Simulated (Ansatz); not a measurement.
# Si/GaP/NiSi2: a contact from a semiconductor to a metal, part 4 of 5

Is Si/GaP/NiSi2 a contact for electrons or for holes? The semiconductor is Si diamond(111), undoped, with its far face capped by hydrogen, and the metal is NiSi2 fluorite(111) turned by 180 degrees (type B), with GaP zinc blende(111) between them (whole bilayers). After relaxation the nearest pair at the metal is Si–Ga at 2.45 Å, along the normal. The common net has a side of 3.868 Å, which strains the semiconductor by +0.0 %, the layer between by -0.7 % and the metal by +0.7 %, against typed lattice constants near PBE's. The first steps treat the bulk crystals alone.

Ansatz 0.2.0; PBE DFT, plane waves, PAW files (the session's first sound run).

So far. Step 4 (Relaxation): The largest force component on a free atom ends at 0.011 eV/Å. At one or more of this run's solves the program warned of density in the dipole ramp over its bound, where dipole, forces and levels can be off. Step 5 (T(E) from the semiconductor into the metal, atomic …): The semiconductor's channels close between -0.45 and +0.20 eV. In the worse lead the potential repeats within 30 meV, which the program flags as too much for a lead, so the lead is short or a field runs through it.

## 6. T(E) from the semiconductor into the metal, atomic planes in the barrier 6, gap between the electrodes 11.94 Å

Level of this step: PBE DFT, plane waves, PAW files; ballistic transmission by layer matching between semi-infinite leads (Ansatz).

System of this step: Si/GaP/NiSi2. The cell holds 53 atoms: 37 Si, 3 P, 3 Ga, 9 Ni and 1 H. Cell: a = 3.868 Å, b = 3.868 Å, c = 96.434 Å, α = 90.0°, β = 90.0°, γ = 120.0°. Regions: left electrode, 20 atoms (20 Si); barrier, 6 atoms (3 P and 3 Ga); right electrode, 26 atoms (17 Si and 9 Ni). Vacuum lies along c.

A thicker layer between them.

Input file input.yaml:

```yaml
crystal:
  lattice:
    - [3.868, 0.0, 0.0]
    - [-1.934, 3.3497862618, 0.0]
    - [0.0, 0.0, 96.4335768898]
  atoms:
    - { symbol: Si, position: [0.66666667, 0.33333333, 0.1607323974] }
    - { symbol: Si, position: [0.0, 0.0, 0.168919468] }
    - { symbol: Si, position: [0.0, 0.0, 0.1934806798] }
    - { symbol: Si, position: [0.33333333, 0.66666667, 0.2016677504] }
    - { symbol: Si, position: [0.33333333, 0.66666667, 0.2262289622] }
    - { symbol: Si, position: [0.66666667, 0.33333333, 0.2344160328] }
    - { symbol: Si, position: [0.66666667, 0.33333333, 0.2589772446] }
    - { symbol: Si, position: [0.0, 0.0, 0.2671643152] }
    - { symbol: Si, position: [0.0, 0.0, 0.291725527] }
    - { symbol: Si, position: [0.33333333, 0.66666667, 0.2999125976] }
    - { symbol: Si, position: [0.33333333, 0.66666667, 0.3244738095] }
    - { symbol: Si, position: [0.66666667, 0.33333333, 0.3326608801] }
    - { symbol: Si, position: [0.66666667, 0.33333333, 0.3572220919] }
    - { symbol: Si, position: [0.0, 0.0, 0.3654091625] }
    - { symbol: Si, position: [0.0, 0.0, 0.3899703743] }
    - { symbol: Si, position: [0.33333333, 0.66666667, 0.3981574449] }
    - { symbol: Si, position: [0.33333333, 0.66666667, 0.4227186567] }
    - { symbol: Si, position: [0.66666667, 0.33333333, 0.4309057273] }
    - { symbol: Si, position: [0.66666667, 0.33333333, 0.455434259] }
    - { symbol: Si, position: [0.0, 0.0, 0.4633432581] }
    - { symbol: P, position: [0.0, 0.0, 0.4869938267] }
    - { symbol: Ga, position: [0.33333333, 0.66666667, 0.4956591032] }
    - { symbol: P, position: [0.33333333, 0.66666667, 0.5200166036] }
    - { symbol: Ga, position: [0.66666667, 0.33333333, 0.528686482] }
    - { symbol: P, position: [0.66666667, 0.33333333, 0.5530840954] }
    - { symbol: Ga, position: [0.0, 0.0, 0.5617624579] }
    - { symbol: Si, position: [0.0, 0.0, 0.5871737392] }
    - { symbol: Ni, position: [0.66666667, 0.33333333, 0.59583014] }
    - { symbol: Si, position: [0.33333333, 0.66666667, 0.6019512164] }
    - { symbol: Si, position: [0.66666667, 0.33333333, 0.6182430175] }
    - { symbol: Ni, position: [0.33333333, 0.66666667, 0.6264121325] }
    - { symbol: Si, position: [0.0, 0.0, 0.6345812476] }
    - { symbol: Si, position: [0.33333333, 0.66666667, 0.6508730487] }
    - { symbol: Ni, position: [0.0, 0.0, 0.6590421637] }
    - { symbol: Si, position: [0.66666667, 0.33333333, 0.6672112788] }
    - { symbol: Si, position: [0.0, 0.0, 0.6835030798] }
    - { symbol: Ni, position: [0.66666667, 0.33333333, 0.6916721949] }
    - { symbol: Si, position: [0.33333333, 0.66666667, 0.6998413099] }
    - { symbol: Si, position: [0.66666667, 0.33333333, 0.716133111] }
    - { symbol: Ni, position: [0.33333333, 0.66666667, 0.7243022261] }
    - { symbol: Si, position: [0.0, 0.0, 0.7324713411] }
    - { symbol: Si, position: [0.33333333, 0.66666667, 0.7487631422] }
    - { symbol: Ni, position: [0.0, 0.0, 0.7569322572] }
    - { symbol: Si, position: [0.66666667, 0.33333333, 0.7651013723] }
    - { symbol: Si, position: [0.0, 0.0, 0.7813931734] }
    - { symbol: Ni, position: [0.66666667, 0.33333333, 0.7895622884] }
    - { symbol: Si, position: [0.33333333, 0.66666667, 0.7977314035] }
    - { symbol: Si, position: [0.66666667, 0.33333333, 0.8140232045] }
    - { symbol: Ni, position: [0.33333333, 0.66666667, 0.8221923196] }
    - { symbol: Si, position: [0.0, 0.0, 0.8303614346] }
    - { symbol: Si, position: [0.33333333, 0.66666667, 0.8466532357] }
    - { symbol: Ni, position: [0.0, 0.0, 0.8548223508] }
    - { symbol: H, position: [0.66666667, 0.33333333, 0.1451776492] }
kpoints:
  mp_grid: { grid: [8, 8, 1] }
scf:
  occupations: { method: fermi_dirac, width: 0.1 }
  max_iter: 150
hamiltonian:
  xc: pbe
efield:
  axis: 3
  dipole_correction: true
output:
  transmission:
    kmesh: [12, 12]
    e_range: [-2.5, 2.5]
    de: 0.05
    leads: [[8, 10], [38, 41]]
  dos: { projected: true, e_range: [-6, 5], de: 0.05 }
  write_potential: true
  write_density: true
  volumetric_format: npy
```

Command:

```
$ ansatz run input.yaml --threads 8 --pin off --max-ram 24576MiB --backend cpu --events-out ev --progress --plain --runs-dir out
```

Numbers of over 12 decimals in the logs are rounded to 6 here.

Log:

```text
[...]
Crystal: 53 atoms, lattice volume = 1249.487 Å³
Basis set: ecut = 420 eV, 24659 PW (Γ)
Bands: 236, of which v1, the nominal top of the filled ones, is band 183 counted from 1 (182 counted from 0)
Symmetry: 6 space group operations
[...]
k-points: 10 of 64 (time reversal used)
[...]
SCF iter   1: F=—  HF=-89724.438409 eV  |F-HF|=—  |Δ(HF+E_count)|=         —  Δρ=8.08e-3  dr2=9.02e0  ethr=1.77e-3  p=-0.009 e·Å  D=-1.35e-3 V/Å  ΔV_dip=0.13 eV  dr2_dipole=1.81e-3  V_vac-E_F(+/−)=3.67/3.54 eV  ⟨swp⟩=10.2  Hψ=12944  notcnv=0  defer=65
[...]
SCF iter  14: F=-89724.307661 eV  HF=-89724.307660 eV  |F-HF|=4.92e-8  |Δ(HF+E_count)|=   9.53e-8  Δρ=7.74e-7  dr2=7.14e-8  ethr=2.74e-11  p=0.013 e·Å  D=1.91e-3 V/Å  ΔV_dip=-0.18 eV  dr2_dipole=1.08e-11  V_vac-E_F(+/−)=4.06/4.24 eV  ⟨swp⟩=15.2  Hψ=8920  notcnv=0
SCF 1 converged in 14 iterations: F = -89724.307661 eV  dr2 = 7.14e-8
[...]
transmission: 147 of 1406 steps passed
transmission: 282 of 1406 steps passed
[...]
transmission: 1406 of 1406 steps passed
[...]
SCF converged after 14 iterations
Free energy (F): -89724.307661 eV
[...]
Internal energy: -89724.009094 eV  (E = F + TS)
E sigma→0 (E₀):  -89724.158377 eV
Entropy (-TS):   -0.298566 eV (-5.633 meV/atom)
Fermi energy:    5.277983 eV
Dipole field:    D = 0.001905 V/Å  (p = 0.013155 e·Å, saw-weighted, corrected)
Work function:   Φ+ = 4.0575 eV   Φ− = 4.2412 eV
[...]
--- Band table (eV; the first three rows and the last of 10) ---
  k-point 0: bands = [... 179 lower, 5.9948, 5.9948, 6.1437, 6.2053, 6.3272, 6.3830, 6.4082, 6.4271, ... 49 higher]
  k-point 1: bands = [... 179 lower, 5.6712, 5.8664, 5.9066, 6.0049, 6.0366, 6.1743, 6.2880, 6.4029, ... 49 higher]
  k-point 2: bands = [... 179 lower, 4.9860, 4.9919, 5.2279, 5.3077, 5.3158, 5.5068, 5.6820, 5.8042, ... 49 higher]
  k-point 9: bands = [... 179 lower, 3.6072, 3.7890, 4.3744, 4.4170, 4.9353, 5.6826, 5.9510, 6.0361, ... 49 higher]
--- Transmission ---
  basis      : 121 plane waves across, 74 finite elements along
  points     : 19, standing for a mesh of 12 x 12
[...]
channels       : 0.000000e0 a spin
[...]
slowest decay  : 0.0951 /Å at (0.0000, 0.0000)
[...]
channels       : 1.076389e0 a spin
[...]
slowest decay  : 0.0366 /Å at (0.3333, 0.1667)
  junction   : crystal 0 to crystal 1, 29.71 to 68.27 Å
    transmission   : 0.000000e0 a spin
[...]
```

Elapsed: 4.7 min, on 8 threads of Arm Neoverse V2, shared host; peak memory 11 GiB; 35 min of CPU time.

This step gave:

```yaml
free_energy: -89724.3077 eV
fermi_energy: 5.278 eV
potential_step_in_the_lower_lead: 31.5 meV
potential_step_in_the_upper_lead: 7.9 meV
work_function_upper_face: 4.057 eV
work_function_lower_face: 4.241 eV
dipole_moment: 0.01315 e·Å
dipole_field: 0.001905 V/Å
```

One spin. Transmission, zone mean against energy, zero at the Fermi level:

```
energy (eV)  transmission, zone mean
     -2.400                    0.556
     -2.200                    0.537
     -2.000                    0.483
     -1.800                    0.301
     -1.600                    0.175
     -1.400                   0.0871
     -1.200                   0.0756
     -1.000                   0.0330
     -0.800                  0.00787
     -0.600                  0.00177
     -0.400                        0
     -0.200                        0
      0.000                        0
      0.200                   1.9e-4
      0.400                  0.00246
      0.600                   0.0101
      0.800                   0.0157
      1.000                   0.0427
      1.200                    0.176
      1.400                    0.277
      1.450                    0.318
      1.600                    0.318
      1.800                    0.215
      2.000                    0.407
      2.150                    0.670
      2.200                    0.596
      2.400                    0.719
```

One spin. Open channels, zone mean against energy, zero at the Fermi level:

```
energy (eV)  lower lead  upper lead
      -2.50        1.72        1.67
      -2.35        1.63        1.67
      -2.25        1.55        1.76
      -2.10        1.51        1.80
      -1.95        1.38        1.84
      -1.80        1.34        1.84
      -1.70        1.22        1.92
      -1.55       0.938        1.67
      -1.40       0.771        1.51
      -1.30       0.604        1.40
      -1.15       0.562        1.40
      -1.00       0.354        1.02
      -0.90       0.312        1.02
      -0.75       0.146       0.979
      -0.60       0.146       0.854
      -0.45      0.0208       0.681
      -0.35           0       0.701
      -0.20           0       0.993
      -0.05           0        1.03
       0.00           0        1.08
       0.05           0        1.16
       0.20      0.0417        1.16
       0.35       0.125        1.41
       0.45       0.208        1.37
       0.60       0.333        1.59
       0.75         0.5        1.76
       0.90        0.75        1.92
       1.00       0.833        2.01
       1.15        1.03        2.01
       1.30        1.36        1.67
       1.40        1.40        1.59
       1.55        1.74        1.07
       1.70        1.99       0.681
       1.80        2.07       0.562
       1.95        2.15       0.993
       2.10        2.28        2.53
       2.25        2.03        2.95
       2.35        1.83        2.92
       2.50        1.83        2.92
```

Projected DOS an atom over height of the atomic layer and energy from the Fermi level. Layers: H Si Si Si Si Si Si Si Si Si Si Si Si Si Si Si Si Si Si Si Si P Ga P Ga P Ga Si Ni Si Si Ni Si Si Ni Si Si Ni Si Si Ni Si Si Ni Si Si Ni Si Si Ni Si Si Ni; projections on atoms miss part of the total, and the computed bands can run out at the top of the range; a column is the mean of 4 neighbouring layers, the last of those left over.

Ten even steps from '_' (0.00 states/eV) to '@' (6.44 states/eV), each cell a mean:
```
____________________________
____________________________
____________________________
__....______________________
________..__________________
____________________________
__......____________________
____________________________
____________________________
____________________________
__________________________..
__________________________::
__________________________++
______________..__________@@
__..__..______..____..____==
__..........__--....::....::
__..........__--::::==::::__
__________..__............__
______________............__
______________......::....__
____________________________
____________________________
```
Columns: height of the atomic layer (Å) from 16.1 to 82.4 (not evenly spaced); rows upwards: energy from the Fermi level (eV) from -6 to 5.

The semiconductor's channels close between -0.45 and +0.20 eV. In the worse lead the potential repeats within 32 meV, which the program flags as too much for a lead, so the lead is short or a field runs through it.

## 7. The contact's transmission, atomic planes in the barrier 8, gap between the electrodes 15.13 Å

System of this step: Si/GaP/NiSi2. The cell holds 55 atoms: 37 Si, 4 P, 4 Ga, 9 Ni and 1 H. Its edges and angles: a = 3.868 Å, b = 3.868 Å, c = 99.622 Å, α = 90.0°, β = 90.0°, γ = 120.0°. Regions: left electrode, 20 atoms (20 Si); barrier, 8 atoms (4 P and 4 Ga); right electrode, 26 atoms (17 Si and 9 Ni). Vacuum lies along c.

A thicker layer between them.

Input file input.yaml:

```yaml
crystal:
  lattice:
    - [3.868, 0.0, 0.0]
    - [-1.934, 3.3497862618, 0.0]
    - [0.0, 0.0, 99.622393401]
  atoms:
    - { symbol: Si, position: [0.66666667, 0.33333333, 0.1555875087] }
    - { symbol: Si, position: [0.0, 0.0, 0.1635125191] }
    - { symbol: Si, position: [0.0, 0.0, 0.1872875503] }
    - { symbol: Si, position: [0.33333333, 0.66666667, 0.1952125606] }
    - { symbol: Si, position: [0.33333333, 0.66666667, 0.2189875918] }
    - { symbol: Si, position: [0.66666667, 0.33333333, 0.2269126022] }
    - { symbol: Si, position: [0.66666667, 0.33333333, 0.2506876334] }
    - { symbol: Si, position: [0.0, 0.0, 0.2586126438] }
    - { symbol: Si, position: [0.0, 0.0, 0.2823876749] }
    - { symbol: Si, position: [0.33333333, 0.66666667, 0.2903126853] }
    - { symbol: Si, position: [0.33333333, 0.66666667, 0.3140877165] }
    - { symbol: Si, position: [0.66666667, 0.33333333, 0.3220127269] }
    - { symbol: Si, position: [0.66666667, 0.33333333, 0.345787758] }
    - { symbol: Si, position: [0.0, 0.0, 0.3537127684] }
    - { symbol: Si, position: [0.0, 0.0, 0.3774877996] }
    - { symbol: Si, position: [0.33333333, 0.66666667, 0.38541281] }
    - { symbol: Si, position: [0.33333333, 0.66666667, 0.4091878411] }
    - { symbol: Si, position: [0.66666667, 0.33333333, 0.4171128515] }
    - { symbol: Si, position: [0.66666667, 0.33333333, 0.4408562486] }
    - { symbol: Si, position: [0.0, 0.0, 0.4485120883] }
    - { symbol: P, position: [0.0, 0.0, 0.4714056251] }
    - { symbol: Ga, position: [0.33333333, 0.66666667, 0.4797935345] }
    - { symbol: P, position: [0.33333333, 0.66666667, 0.5033713748] }
    - { symbol: Ga, position: [0.66666667, 0.33333333, 0.5117637387] }
    - { symbol: P, position: [0.66666667, 0.33333333, 0.5353804082] }
    - { symbol: Ga, position: [0.0, 0.0, 0.5437727721] }
    - { symbol: P, position: [0.0, 0.0, 0.5673894415] }
    - { symbol: Ga, position: [0.33333333, 0.66666667, 0.575790018] }
    - { symbol: Si, position: [0.33333333, 0.66666667, 0.6003879087] }
    - { symbol: Ni, position: [0.0, 0.0, 0.6087672265] }
    - { symbol: Si, position: [0.66666667, 0.33333333, 0.6146923732] }
    - { symbol: Si, position: [0.0, 0.0, 0.6304626895] }
    - { symbol: Ni, position: [0.66666667, 0.33333333, 0.638370319] }
    - { symbol: Si, position: [0.33333333, 0.66666667, 0.6462779486] }
    - { symbol: Si, position: [0.66666667, 0.33333333, 0.6620482649] }
    - { symbol: Ni, position: [0.33333333, 0.66666667, 0.6699558945] }
    - { symbol: Si, position: [0.0, 0.0, 0.677863524] }
    - { symbol: Si, position: [0.33333333, 0.66666667, 0.6936338403] }
    - { symbol: Ni, position: [0.0, 0.0, 0.7015414699] }
    - { symbol: Si, position: [0.66666667, 0.33333333, 0.7094490995] }
    - { symbol: Si, position: [0.0, 0.0, 0.7252194157] }
    - { symbol: Ni, position: [0.66666667, 0.33333333, 0.7331270453] }
    - { symbol: Si, position: [0.33333333, 0.66666667, 0.7410346749] }
    - { symbol: Si, position: [0.66666667, 0.33333333, 0.7568049912] }
    - { symbol: Ni, position: [0.33333333, 0.66666667, 0.7647126207] }
    - { symbol: Si, position: [0.0, 0.0, 0.7726202503] }
    - { symbol: Si, position: [0.33333333, 0.66666667, 0.7883905666] }
    - { symbol: Ni, position: [0.0, 0.0, 0.7962981961] }
    - { symbol: Si, position: [0.66666667, 0.33333333, 0.8042058257] }
    - { symbol: Si, position: [0.0, 0.0, 0.819976142] }
    - { symbol: Ni, position: [0.66666667, 0.33333333, 0.8278837716] }
    - { symbol: Si, position: [0.33333333, 0.66666667, 0.8357914011] }
    - { symbol: Si, position: [0.66666667, 0.33333333, 0.8515617174] }
    - { symbol: Ni, position: [0.33333333, 0.66666667, 0.859469347] }
    - { symbol: H, position: [0.66666667, 0.33333333, 0.140530653] }
kpoints:
  mp_grid: { grid: [8, 8, 1] }
scf:
  occupations: { method: fermi_dirac, width: 0.1 }
  max_iter: 150
hamiltonian:
  xc: pbe
efield:
  axis: 3
  dipole_correction: true
output:
  transmission:
    kmesh: [12, 12]
    e_range: [-2.5, 2.5]
    de: 0.05
    leads: [[8, 10], [40, 43]]
  dos: { projected: true, e_range: [-6, 5], de: 0.05 }
  write_potential: true
  write_density: true
  volumetric_format: npy
```

Log:

```text
[...]
Crystal: 55 atoms, lattice volume = 1290.805 Å³
Basis set: ecut = 420 eV, 25449 PW (Γ)
Bands: 247, of which v1, the nominal top of the filled ones, is band 192 counted from 1 (191 counted from 0)
Symmetry: 6 space group operations
[...]
k-points: 10 of 64 (time reversal used)
[...]
points     : 19, standing for a mesh of 12 x 12
[...]
channels       : 0.000000e0 a spin
[...]
slowest decay  : 0.0951 /Å at (0.0000, 0.0000)
[...]
channels       : 1.076389e0 a spin
[...]
slowest decay  : 0.0366 /Å at (0.3333, 0.1667)
  junction   : crystal 0 to crystal 1, 29.71 to 71.46 Å
    transmission   : 0.000000e0 a spin
[...]
[key lines of the parts left out:]
SCF converged after 15 iterations
Free energy (F): -94263.841634 eV
Fermi energy:    5.357751 eV
Dipole field:    D = 0.001801 V/Å  (p = 0.012849 e·Å, saw-weighted, corrected)
Work function:   Φ+ = 4.0581 eV   Φ− = 4.2376 eV
```

It took 5.4 min on 8 threads; peak memory 11 GiB; 39 min of CPU time.

One spin. The transmission, zone mean by energy, zero at the Fermi level:

energy (eV), transmission, zone mean and a bar:
```
    -2.50      0.561 ######################
    -2.35      0.430 #################
    -2.25      0.415 ################
    -2.10      0.436 #################
    -1.95      0.342 #############
    -1.80      0.305 ############
    -1.70      0.189 #######
    -1.55      0.150 ######
    -1.40      0.075 ###
    -1.30      0.050 ##
    -1.15      0.036 #
    -1.00      0.010 
    -0.90      0.009 
    -0.75      0.007 
    -0.60      0.001 
    -0.45      0.000 
    -0.35      0.000 
    -0.20      0.000 
    -0.05      0.000 
     0.00      0.000 
     0.05      0.000 
     0.20      0.000 
     0.35      0.000 
     0.45      0.001 
     0.60      0.018 #
     0.75      0.006 
     0.90      0.010 
     1.00      0.038 #
     1.15      0.192 #######
     1.30      0.126 #####
     1.40      0.307 ############
     1.55      0.236 #########
     1.70      0.150 ######
     1.80      0.190 #######
     1.95      0.284 ###########
     2.10      0.572 ######################
     2.25      0.685 ##########################
     2.35      0.775 ##############################
     2.50      0.731 ############################
```

The semiconductor's channels close between -0.45 and +0.20 eV. In the worse lead the potential repeats within 32 meV, which the program flags as too much for a lead, so the lead is short or a field runs through it.

## 8. Side by side

Times are for 8 threads of Arm Neoverse V2, shared host. Results by setting:

```
no.  gap between the electrodes (Å)  potential step in the lower lead (meV)     time  memory (GiB)
  1                            8.75                                    29.6  3.8 min           9.9
  2                           11.94                                    31.5  4.7 min            11
  3                           15.13                                    32.2  5.4 min            11
```

The runs together. The transmission, zone mean by energy, zero at the Fermi level:

```
energy (eV)     8.75    11.94    15.13
     -2.400    0.659    0.556    0.495
     -2.200    0.645    0.537    0.463
     -2.000    0.498    0.483    0.375
     -1.800    0.338    0.301    0.305
     -1.600    0.202    0.175    0.129
     -1.400    0.127   0.0871   0.0746
     -1.200   0.0787   0.0756   0.0292
     -1.000   0.0512   0.0330   0.0102
     -0.800   0.0146  0.00787  0.00436
     -0.600  0.00435  0.00177   8.2e-4
     -0.400        0        0        0
     -0.200        0        0        0
      0.000        0        0        0
      0.200   1.6e-4   1.9e-4   1.5e-5
      0.400  0.00707  0.00246   6.4e-4
      0.600  0.00795   0.0101   0.0182
      0.800   0.0331   0.0157   0.0158
      1.000    0.100   0.0427   0.0377
      1.200    0.182    0.176    0.104
      1.400    0.351    0.277    0.307
      1.500    0.399    0.270    0.217
      1.600    0.380    0.318    0.245
      1.800    0.288    0.215    0.190
      2.000    0.491    0.407    0.387
      2.200    0.778    0.596    0.643
      2.350    0.782    0.714    0.775
      2.400    0.747    0.719    0.728
```

(Part 4 of 5 ends here.)

[Logs are printed without paths, hosts, clocks, repeated set-up lines and the standing remarks that a program may print on its own settings, such as how far it seeks lower states.]

[Hosts, paths, dates, database ids (printed as entryN), source tags and the programs' standing remarks are cut or masked in the printed files.]
